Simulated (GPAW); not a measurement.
Runs of GPAW 26.7.0 on GaAs. It takes space group F-43m (No. 216, cubic). Conventional cell: a = 5.654 Å, b = 5.654 Å, c = 5.654 Å, α = 90.00°, β = 90.00°, γ = 90.00°. Around As (site symmetry -43m) lie 4 Ga at 2.45 Å. Ga (site symmetry -43m) is surrounded by 4 As at 2.45 Å. 

```csv
task,level,potentials or basis,spin,k mesh,cutoff (eV),smearing,maxiter,band path,band points,spin axis theta (degrees),spin axis phi (degrees),mesh quality,gap on the mesh (eV),pressure (GPa)
single point,HSE06,"GPAW PAW data sets (gpaw-data 1.2.1), pw",off,4 × 4 × 4,450,fermi-dirac 0.05 eV,60,-,-,-,-,coarse,1.37,-
electron localisation function,SCAN,"GPAW PAW data sets (gpaw-data 1.2.1), pw",off,4 × 4 × 4,510,fermi-dirac 0.01 eV,150,-,-,-,-,coarse,0.86,1.0
band structure,BP86,"PAW data sets generated in the run's folder for this functional, pw","SOC, no magnetisation",8 × 8 × 8,600,fermi-dirac 0.05 eV,150,"GXWKGLUWLK,UX",60,0,0,not flagged,(b),4.5
wannier90,mBEEF,"GPAW PAW data sets (gpaw-data 1.2.1), pw",off,8 × 8 × 8,600,fermi-dirac 0.05 eV,150,"GXWKGLUWLK,UX",-,-,-,not flagged,(a),1.3
wannier90,TPSS,"GPAW PAW data sets (gpaw-data 1.2.1), pw",off,8 × 8 × 8,600,fermi-dirac 0.05 eV,150,"GXWKGLUWLK,UX",-,-,-,not flagged,0.72,3.3
```

Alike in all rows: cell as given.

Question: Estimate the missing entries.

Answer: (a) 1.00; (b) 0.38.

Caveats: some runs use coarse meshes; the PAW data sets were made with another functional, which shifts forces and pressure a little (some runs); exact exchange converges slowly with the k mesh, and this mesh is small (some runs); the cutoff is short for stress and forces, so pressures can be off by a GPa or more (some runs); spin-orbit coupling was added after a scalar SCF, so levels and gaps hold it while energy, forces, pressure and moments don't (some runs); this program's spin-orbit splittings come out too wide for heavy elements (some runs); in doubt: disentanglement not converged (some runs); the Wannier interpolation is poor (some runs).

A k mesh can miss the band edges, and rows without SOC leave out spin-orbit coupling on As, Ga.

Runs at the PBE level aren't shown here.
